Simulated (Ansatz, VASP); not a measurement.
**One calculation of HgTe, two programs**

INCAR

```
SYSTEM = HgTe
PREC = Accurate
ENCUT = 520
EDIFF = 1E-6
ISMEAR = -1
SIGMA = 0.08
LREAL = .FALSE.
LASPH = .TRUE.
NELM = 100
ALGO = Normal
ISIF = 2
LWAVE = .FALSE.
LCHARG = .TRUE.
GGA = CA
LELF = .TRUE.
LVHAR = .TRUE.
NBANDS = 16
```

KPOINTS

```
Automatic mesh
0
G
  10 10 10
  0 0 0
```

POSCAR

```
HgTe
1.0
    0.0000000000      2.9215000000      3.0091450000
    2.9215000000      0.0000000000      3.0091450000
    2.9215000000      2.9215000000      0.0000000000
Hg Te
1 1
Direct
    0.0000000000      0.0000000000      0.0000000000
    0.5000000000      0.5000000000      0.5000000000
```

Input for Ansatz:

```yaml
crystal:
  lattice:
    - [0.0, 2.9215, 3.009145]
    - [2.9215, 0.0, 3.009145]
    - [2.9215, 2.9215, 0.0]
  atoms:
    - { symbol: Hg, position: [0.0, 0.0, 0.0] }
    - { symbol: Te, position: [0.5, 0.5, 0.5] }
kpoints:
  mp_grid: { grid: [10, 10, 10] }
  band_path:
    path:
      - [0.0, 0.0, 0.0]
      - [0.0, 0.5, 0.5]
      - [0.25, 0.75, 0.5]
      - [0.0, 0.5, 0.0]
      - [0.0, 0.0, 0.0]
      - [0.5, 0.5, 0.0]
      - [0.3678244886, 0.6321755114, 0.0]
      - [-0.3678244886, 0.3678244886, 0.0]
      - [0.0, 0.0, 0.0]
    npoints: 5
scf:
  occupations: { method: fermi_dirac, width: 0.08 }
hamiltonian:
  xc: lda
  pseudopotentials: { kind: all_electron, lapw: { basis_error: 0.001 } }
output:
  forces: true
  stress: true
  eigenvalues: true
```

Change from the starting cell: zz strain of +3 %.

Alike in both runs: task single point; functional LDA; k mesh 10 × 10 × 10; occupations fermi-dirac, width 0.08 eV; no spin polarisation.

|  | VASP | Ansatz |
| --- | --- | --- |
| version | VASP 6.6.1 | Ansatz 0.2.0 |
| potentials or method | VASP PAW LDA potentials, release 64 (Hg, Te) | all-electron LAPW, scalar-relativistic |
| plane-wave cutoff (eV) | 520 | see its input |

Ansatz gave:

- pressure (GPa): 1.6
- largest component of the traceless stress (GPa): 1.93

Problem. Estimate VASP's values.

Solution. Pressure (GPa): 2.1; largest component of the traceless stress (GPa): 2.01.

Ansatz ran all-electron here, so the differences hold the error of VASP's frozen core and of both bases.

Spin-orbit coupling is left out, which matters for the levels of Hg, Te.
